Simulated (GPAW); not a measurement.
The system is As.

```
As
1.0
     2.70368    0.00000    0.00000
     0.00000    2.70368    0.00000
     0.00000    0.00000    2.70368
As
1
Direct
  0.50000 0.50000 0.50000
```

This isn't the form of As at room conditions, which is rhombohedral.

Base run:

| Quantity | Value |
| --- | --- |
| Program | GPAW 26.7.0 |
| Functional | LDA |
| Potentials or basis | the program's PAW data sets (release 1.2.1) made for this functional |
| Cutoff | 500 eV |
| Basis | pw |
| k mesh | 8 × 8 × 8 |
| Occupations | fermi-dirac, width 0.05 eV |
| Spin | no spin polarisation |

Its results: pressure -2.0 GPa.

Q: The run is repeated on the same cell with these changes: cutoff from 500 eV to 600 eV; k mesh from 8 × 8 × 8 to 10 × 10 × 10. What comes out?

A: Pressure -3.1 GPa.

Caveats: the cutoff is short for stress and forces, so pressures can be off by a GPa or more (some runs).

Not every run made on this cell is shown here.
